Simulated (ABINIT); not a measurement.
A calculation with ABINIT 10.8.3 (patched build) of NbP (native input, structure from a POSCAR):

File run.abi:

```
# Pseudopotentials
pp_dirpath "./"
pseudos "Nb.GGA_PBE-JTH.xml, P.GGA_PBE-JTH.xml"

# Structure
structure "poscar:POSCAR"
natom 4

# Plane-wave basis
ecut 544.227725 eV
pawecutdg 40.0

# k points
kptopt 1
ngkpt 11 11 11
nshiftk 1
shiftk 0.0 0.0 0.0

# Exchange and correlation
ixc 11

# Bands and occupations
nband 22
occopt 3
tsmear 0.00183747

# SCF cycle
nstep 100
tolvrs 1.0e-9

# Output
iomode 3
prtwf 0
prtden 0
prteig 0
prtebands 0
enunit 1
```

File POSCAR:

```
NbP
1.0
   -1.6749232544      1.6749232544      5.7401081759
    1.6749232544     -1.6749232544      5.7401081759
    1.6749232544      1.6749232544     -5.7401081759
Nb P
2 2
Direct
    0.2498808000      0.7498808000      0.5000000000  Nb
    0.4998808000      0.4998808000      0.0000000000  Nb
    0.8327477700      0.3327477700      0.5000000000  P
    0.0827477700      0.0827477700      0.0000000000  P
```

Potentials or basis: JTH PAW PBE v2.0.

Run with:

```console
$ abinit run.abi > log 2>&1
```

The cell is a database's computed one.

Problem. Write the same calculation in another form: ASE script, Cartesian positions.

Solution. As run:

The input run.py:

```python
import json, os
import numpy as np
from ase.units import GPa
from ase.calculators.abinit import Abinit, AbinitProfile
from ase.io import read

atoms = read('NbP.xyz')

profile = AbinitProfile(command='abinit', pp_paths=[os.path.abspath('pseudos')])
params = dict(
    pps='pawxml', xc='PBE',
    ecut=544.2277,
    pawecutdg=1088.4554,
    kptopt=1,
    ngkpt=[11, 11, 11],
    nshiftk=1,
    shiftk=[0.0, 0.0, 0.0],
    ixc=11,
    nband=22,
    occopt=3,
    tsmear=0.05,
    nstep=100,
    tolvrs=1e-09,
    prtwf=0,
    prtden=0,
)

atoms.calc = Abinit(profile=profile, directory='run', **params)
energy = atoms.get_potential_energy()
forces = atoms.get_forces()
stress = atoms.get_stress()
print(f'energy {energy:.6f} eV')
print('forces (eV/A)')
print(np.round(forces, 5))
print('stress (GPa, Voigt, tension positive)', np.round(stress / GPa, 4))
json.dump(dict(energy=energy, forces=forces.tolist(), stress=stress.tolist(), cell=atoms.cell.tolist(), frac=atoms.get_scaled_positions(wrap=False).tolist()), open('results.json', 'w'))
```

File NbP.xyz:

```xyz
4
Lattice="-1.6749232544 1.6749232544 5.7401081759 1.6749232544 -1.6749232544 5.7401081759 1.6749232544 1.6749232544 -5.7401081759" Properties=species:S:1:pos:R:3 pbc="T T T"
Nb     1.6749232544      0.0000000000      2.8686856462
Nb     0.0000000000      0.0000000000      5.7387397341
P      0.0000000000      1.6749232544      3.8200163902
P      0.0000000000      0.0000000000      0.9499623022
```

Potentials or basis: JTH PAW PBE v2.0.

The run is started by

```console
$ python run.py
```

Both were run:

|  | native input, structure from a POSCAR | ASE script, Cartesian positions |
| --- | --- | --- |
| Pressure | -1.4 GPa | -1.4 GPa |
| Largest force | 0.016 eV/Å | 0.016 eV/Å |
| Band gap on the k mesh | none (metal or under the smearing width) | none (metal or under the smearing width) |
| Valence electrons inside the program's atomic spheres | Nb 10.14; P 1.60 | Nb 10.14; P 1.60 |

Keys that steer only the numerical path or the files written may differ.
